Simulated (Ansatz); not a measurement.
WS2 under changes of volume

One of the cells (17.744 Å³/atom); the others are scaled copies at fixed shape and fractional positions:

```
W S
1.0
     1.57900    0.91164    6.16333
    -1.57900    0.91164    6.16333
     0.00000   -1.82327    6.16333
W S
1 2
Cartesian
  0.0000 0.0000 0.0000
  0.0000 0.0000 10.7427
  0.0000 0.0000 13.8730
```

Measurements of this composition are mostly on another form, of space group No. 194.

```yaml
Program: Ansatz 0.2.0
Functional: PBE
Potentials_or_basis: Ansatz PAW
Cutoff: "420 eV (not typed: the program's choice for these potentials)"
k_mesh: 10 × 10 × 10
Occupations: fermi-dirac, width 0.05 eV
Spin: no spin polarisation
```

```csv
volume (Å³/atom),energy over the lowest point (meV/atom),pressure (GPa),gap on the mesh (eV),largest force (eV/Å)
16.679,?,?,?,?
17.034,43.44,12.4,1.02,1.313
17.389,20.58,8.3,1.04,0.895
17.744,6.39,4.6,1.06,0.610
18.099,0.00,1.2,1.08,0.583
18.454,0.63,-1.8,1.10,0.738
18.809,7.59,-4.5,1.11,1.021
```

Question: What does the run at 16.679 Å³/atom give?

Answer: Energy over the lowest point 75.93 meV/atom; pressure 17.0 GPa; gap on the mesh 0.99 eV; largest force 1.764 eV/Å.

Worked out: A Birch-Murnaghan fit of order 3 (a polynomial in V^(-2/3)) to the other rows has its minimum at 18.24 Å³/atom with B0 = V·E''(V) = 156 GPa and B' = 4.4 at fixed shape and positions, which overstates the stiffness. It gives 75.94 meV/atom at 16.679 Å³/atom, against the run's 75.93, and -dE/dV = 17.0 GPa, against 17.0. A straight line through the other rows of the gap, of slope 0.938 eV per unit of ln V, extrapolates to 1.00 eV, against the run's 0.99.

Energies are extrapolated to zero smearing.

Caveats: spin-orbit coupling is left out, which moves the levels of the heavy elements; forces of over 1 eV/Å show positions far from the minimum, so gaps and moduli don't describe the material at rest (some runs).

A mesh can miss the band edges.
